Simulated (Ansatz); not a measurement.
# Infrared modes and screening in KCl (zincblende)

Perturbation theory with PBEsol in Ansatz 0.2.0 on the PBEsol cell, ground state and force constants on a 6×6×6 mesh. Spin-unpolarised throughout. Whether this structure exists isn't addressed.

Space group F-43m (No. 216), cubic; a = 6.947 Å in the conventional setting, 41.90 Å³ an atom. K has 4 Cl at 3.01 Å; Cl has 4 K at 3.01 Å.

```
CELL_PARAMETERS angstrom
0.00000 3.47328 3.47328
3.47328 0.00000 3.47328
3.47328 3.47328 0.00000
ATOMIC_POSITIONS crystal
K 0.00000 0.00000 0.00000
Cl 0.25000 0.25000 0.25000
```

Optical modes without the longitudinal term:
```tsv
ω (cm⁻¹)	degeneracy	IR intensity, summed over the level ((D/Å)²/amu)
151	3	4.05
```

The optical mode at Γ lies at 151 cm⁻¹ without the longitudinal term. With the long-range field the highest mode reaches 201 cm⁻¹.

The clamped-ion dielectric constant comes out as 1.95 in all directions. With the ions relaxed, ε⁰ is 3.5 in all directions. Born charges, averaged over directions: K +1.04, Cl -1.04 e.

With one polar mode in a cubic crystal the Lyddane-Sachs-Teller relation applies: (ω_LO/ω_TO)² = (201.0/151.0)² = 1.772, and ε⁰/ε∞ = 3.458/1.951 = 1.772. The refractive index √ε∞ is 1.40.

For comparison, on the r2SCAN cell the mean ε∞ is 1.87 with r2SCAN (ground state on 6×6×6; least gap 5.35 eV), 1.92 with PBE.
